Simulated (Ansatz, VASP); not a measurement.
# One calculation of Sr, two programs

```
Sr
1.0
     0.00000    3.04235    2.96629
     3.04235    0.00000    2.96629
     3.04235    3.04235    0.00000
Sr
1
Direct
  0.00000 0.00000 0.00000
```

Change from the starting cell: strain +0.000 along x and y, -0.025 along z, atoms carried along.

Alike in both runs: task single point; functional PBE; k mesh 14 × 14 × 14; occupations gaussian, width 0.15 eV; no spin polarisation.

|  | VASP | Ansatz |
| --- | --- | --- |
| version | VASP 6.6.1 | Ansatz 0.2.0 |
| potentials or method | VASP PAW PBE potentials, release 64 (Sr_sv) | scalar-relativistic, plane waves, PAW |
| plane-wave cutoff (eV) | 520 | 420 |
| valence electrons in the cell | 10 | 10 |

|  | VASP | Ansatz | Ansatz less VASP |
| --- | --- | --- | --- |
| gap on the k mesh at the Fermi level (eV) | none | none | - |
| pressure (GPa) | 0.0 | 0.0 | 0.00 |
| largest component of the traceless stress (GPa) | 0.07 | 0.07 | 0.000 |

A gap of «none» marks a metal or a gap that the smearing closes.
